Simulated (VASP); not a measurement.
# WS2 in VASP: further runs, part 2 of 2

VASP 6.6.1. Earlier steps stand in the parts before.

### 5 Single point, LDA

INCAR

```
PREC = Accurate
ENCUT = 460
EDIFF = 1E-7
ISMEAR = 0
SIGMA = 0.3
LREAL = F
LASPH = T
NELM = 120
ALGO = Normal
ISIF = 2
LWAVE = F
LCHARG = F
LDIPOL = T
IDIPOL = 3
DIPOL = 0.5 0.5 0.500
GGA = CA
NBANDS = 24
LVHAR = T
LVACPOTAV = T
```

KPOINTS

```
Automatic mesh
0
Gamma
  8 8 1
```

POSCAR

```
WS2
1.0
    3.1835163600      0.0000000000      0.0000000000
   -1.5917581800      2.7570060400      0.0000000000
    0.0000000000      0.0000000000     15.1189236211
S W
2 1
Direct
    0.3333333333      0.6666666667      0.3968536485
    0.3333333333      0.6666666667      0.6031463515
    0.0000000000      0.0000000000      0.5000000000
```

Potentials or basis: VASP PAW LDA potentials, release 64 (S, W_sv).

Launch:

```bash
cat potpaw_LDA.64/S/POTCAR potpaw_LDA.64/W_sv/POTCAR > POTCAR
mpirun -np 1 vasp_std > vasp.out
```

OUTCAR:

```text
PREC = Accurate
   ENCUT = 460
   EDIFF = 1E-7
   ISMEAR = 0
   LREAL = F
   LASPH = T
   NELM = 120
   ISIF = 2
   GGA = CA

 Found     10 irreducible k-points:

 Following reciprocal coordinates:
            Coordinates               Weight
  0.000000  0.000000  0.000000      1.000000
  0.125000  0.000000  0.000000      6.000000
  0.250000  0.000000  0.000000      6.000000
  0.375000  0.000000  0.000000      6.000000
  0.500000  0.000000  0.000000      3.000000
  0.125000  0.125000  0.000000      6.000000
   k-points           NKPTS =     10   k-points in BZ     NKDIM =     10   number of bands    NBANDS=     24
   number of dos      NEDOS =    301   number of ions     NIONS =      3
   total plane-waves  NPLWV =  62208
   dimension x,y,z NGX =    24 NGY =   24 NGZ =  108
   dimension x,y,z NGXF=    48 NGYF=   48 NGZF=  216
   ions per type =               2   1
   NGX,Y,Z   is equivalent  to a cutoff of  12.53, 12.53, 11.88 a.u.
   NGXF,Y,Z  is equivalent  to a cutoff of  25.07, 25.07, 23.75 a.u.
 SYSTEM =  unknown system
   PREC   = accura    normal or accurate (medium, high low for compatibility)
   ISTART =      0    job   : 0-new  1-cont  2-samecut
   ICHARG =      2    charge: 1-file 2-atom 10-const
   ISPIN  =      1    spin polarized calculation?
   LNONCOLLINEAR =      F non collinear calculations
   LSORBIT =      F    spin-orbit coupling
   LASPH  =      T    aspherical Exc in radial PAW
[... 60 lines left out ...]

 k-point     1 :       0.0000    0.0000    0.0000
  band No.  band energies     occupation
      1     -74.4388      2.00000
      2     -38.9466      2.00000
      3     -38.7874      2.00000
      4     -38.7874      2.00000
      5     -15.5607      2.00000
      6     -13.8796      2.00000
[... 151 lines left out ...]
     23       8.8076      0.00000
     24       9.2750      0.00000

 [... further k-points ...]

------------------------ aborting loop because EDIFF is reached ----------------------------------------

  FORCE on cell =-STRESS in cart. coord.  units (eV):
  Direction    XX          YY          ZZ          XY          YZ          ZX
  --------------------------------------------------------------------------------------
  -------------------------------------------------------------------------------------
  Total       -2.1456278     -2.1456278     -1.1455400      0.0000000      0.0000000      0.0000000
  in kB      -25.9059363    -25.9059362    -13.8310507      0.0000000      0.0000000      0.0000000
  external PRESSURE =     -21.8809744 kB  Pullay stress =       0.0000000 kB

 VOLUME and BASIS-vectors are now :
 -----------------------------------------------------------------------------
  energy-cutoff  :      460.00
  volume of cell :      132.70
      direct lattice vectors                 reciprocal lattice vectors
     3.183516360  0.000000000  0.000000000     0.314118065  0.181356150  0.000000000
    -1.591758180  2.757006040  0.000000000     0.000000000  0.362712299  0.000000000
     0.000000000  0.000000000 15.118923621     0.000000000  0.000000000  0.066142275

 POSITION                                       TOTAL-FORCE (eV/Angst)
 -----------------------------------------------------------------------------------
     -0.00000      1.83800      6.00000        -0.000000     -0.000000      0.357310
     -0.00000      1.83800      9.11892        -0.000000      0.000000     -0.357310
      0.00000      0.00000      7.55946         0.000000      0.000000      0.000000
 -----------------------------------------------------------------------------------
    total drift:                                0.000000     -0.000000     -0.000000

  FREE ENERGIE OF THE ION-ELECTRON SYSTEM (eV)
  ---------------------------------------------------
  free  energy   TOTEN  =       -26.1160625692 eV

  energy  without entropy=      -26.1160624549  energy(sigma->0) =      -26.11606251

 vacuum level on the upper side and lower side of the slab         5.078         5.078
```

OSZICAR:

```text
N       E                     dE             d eps       ncg     rms          rms(c)
DAV:   1     0.165958929709E+03    0.16596E+03   -0.13406E+04   560   0.840E+02
DAV:   2    -0.150937312489E+02   -0.18105E+03   -0.17312E+03   568   0.230E+02
DAV:   3    -0.272788454398E+02   -0.12185E+02   -0.12017E+02   632   0.569E+01
[... 13 lines left out ...]
DAV:  17    -0.261160493728E+02   -0.26500E-04   -0.19826E-06   536   0.588E-03    0.327E-03
DAV:  18    -0.261160605166E+02   -0.11144E-04   -0.44173E-07   480   0.211E-03    0.137E-03
DAV:  19    -0.261160618814E+02   -0.13648E-05   -0.34167E-08   464   0.731E-04    0.719E-04
DAV:  20    -0.261160625118E+02   -0.63040E-06   -0.24291E-08   456   0.561E-04    0.633E-04
DAV:  21    -0.261160625692E+02   -0.57339E-07   -0.24639E-09   432   0.240E-04
   1 F= -.26116063E+02 E0= -.26116063E+02  d E =-.114294E-06
```

stdout:

```text
POSCAR found type information on POSCAR S W
 POSCAR found :  2 types and       3 ions
 scaLAPACK will be used
 LDA part: xc-table for (Slater(with rela. corr.)+CA(PZ))
 , standard interpolation
 POSCAR, INCAR and KPOINTS ok, starting setup
 FFT: planning ... GRIDC
 FFT: planning ... GRID_SOFT
 FFT: planning ... GRID
 WAVECAR not read
 entering main loop
 -----------------------------------------------------------------------------
|                                                                             |
|           W    W    AA    RRRRR   N    N  II  N    N   GGGG   !!!           |
|           W    W   A  A   R    R  NN   N  II  NN   N  G    G  !!!           |
|           W    W  A    A  R    R  N N  N  II  N N  N  G       !!!           |
|           W WW W  AAAAAA  RRRRR   N  N N  II  N  N N  G  GGG   !            |
|           WW  WW  A    A  R   R   N   NN  II  N   NN  G    G                |
|           W    W  A    A  R    R  N    N  II  N    N   GGGG   !!!           |
|                                                                             |
|     Did not find any points to average over, which means that no vacuum     |
|     field-free region was found. Please increase the size of  your cell     |
|     in the dimension of the dipole correction to obtain accurate            |
|     workfunction values.                                                    |
|                                                                             |
 -----------------------------------------------------------------------------
```

It took 22 s on 1 thread of Intel Xeon Platinum 8488C (Sapphire Rapids), shared host; peak memory 0.2 GiB.

The run converged, but some of its settings lie outside the range that counts as converged, so its numbers aren't taken as properties of the slab.

Results:

- Free energy: -26.1161 eV
- Largest force: 0.357 eV/Å
- Band gap on the k mesh: 2.06 eV, indirect (least direct gap 2.24 eV)
- Ionisation potential of the upper face: 5.98 eV

Caveat: spin-orbit coupling is left out, which moves the levels of the heavy elements.
